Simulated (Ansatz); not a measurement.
Given:

Starting cell, ZrO$_{2}$ (tetragonal-ZrO2 type, space group P4_2/nmc):

```xyz
6
Lattice="3.6210 0.0000 0.0000 0.0000 3.6210 0.0000 0.0000 0.0000 5.2829" Properties=species:S:1:pos:R:3 pbc="T T T"
Zr     0.0000     0.0000     0.0000
Zr     1.8105     1.8105     2.6415
O      0.0000     1.8105     1.0183
O      0.0000     1.8105     3.6598
O      1.8105     0.0000     1.6231
O      1.8105     0.0000     4.2646
```

In this cell atom 1 (Zr, nearest neighbour O at 2.077 Å; its periodic images, 3.6 Å or more away, move with it) is moved by s along Cartesian z, unit vector (0.000, 0.000, 1.000); all other atoms and the cell stay fixed.

Level of theory: PBE (plane waves to 420 eV, PAW, scalar-relativistic; Ansatz, an electronic-structure program). k mesh 7×7×5 (Γ-centred), Fermi-Dirac smearing 0.05 eV. Energies are smeared free energies. This is a high-temperature form of ZrO2. ZrO2 is run without spin polarisation. ZrO2 was relaxed with its symmetry unable to fall. The zero of ΔE is the undisplaced structure.

The scan covers s from -0.210 to 0.210 Å in 11 points.

Question: Is the energy the same for equal positive and negative displacements?

Answer: Even: the same for both signs. With its periodic images moving along, the atom's site symmetry in this cell is -4m2.

Question: What is the force constant k = d²E/ds² of this move at s = 0?

Answer: 22.3 eV/Å².

(A displaced cell: forces are minus the slopes of the energy, force constants its curvatures, and phonons follow from these.)
